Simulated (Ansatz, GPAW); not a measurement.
**TePt: programs and potentials compared**

```xyz
4
Lattice="4.2629 0.0000 0.0000 -2.1314 3.6918 0.0000 0.0000 0.0000 5.6618" Properties=species:S:1:pos:R:3 pbc="T T T"
Pt    0.0000    0.0000    0.0000
Pt    0.0000    0.0000    2.8309
Te    0.0000    2.4612    1.4154
Te    2.1314    1.2306    4.2463
```

Measurements of this composition are mostly on another form, of space group No. 166.

Alike in all runs: task single point; functional PBEsol; k mesh 7 × 7 × 5; occupations fermi-dirac, width 0.05 eV; no spin polarisation; no spin-orbit coupling. Pressure is positive in compression and, in plane waves, holds the error of the finite cutoff, which Ansatz's Pulay term estimates and takes out.

| program and potentials | plane-wave cutoff (eV) | notes | pressure (GPa) |
| --- | --- | --- | --- |
| Ansatz, Ansatz PAW | 420 | potentials made for PBE, which Ansatz adapts in part; 17 valence electrons an atom on average; Pulay term of +0.05 GPa included | -4.94 |
| GPAW, PAW data sets generated for this functional | 600 | 11 valence electrons an atom on average | -5.56 |
| Ansatz, all-electron LAPW, scalar-relativistic | - | - | -4.94 |

The pressure spans -5.56 (GPAW, PAW data sets generated for this functional) to -4.94 GPa (Ansatz, all-electron LAPW, scalar-relativistic), with all-electron results at -4.94.

The functional is the same throughout but for its coding, so the spread measures potentials, basis and numerics; runs on potential files found faulty are left out.
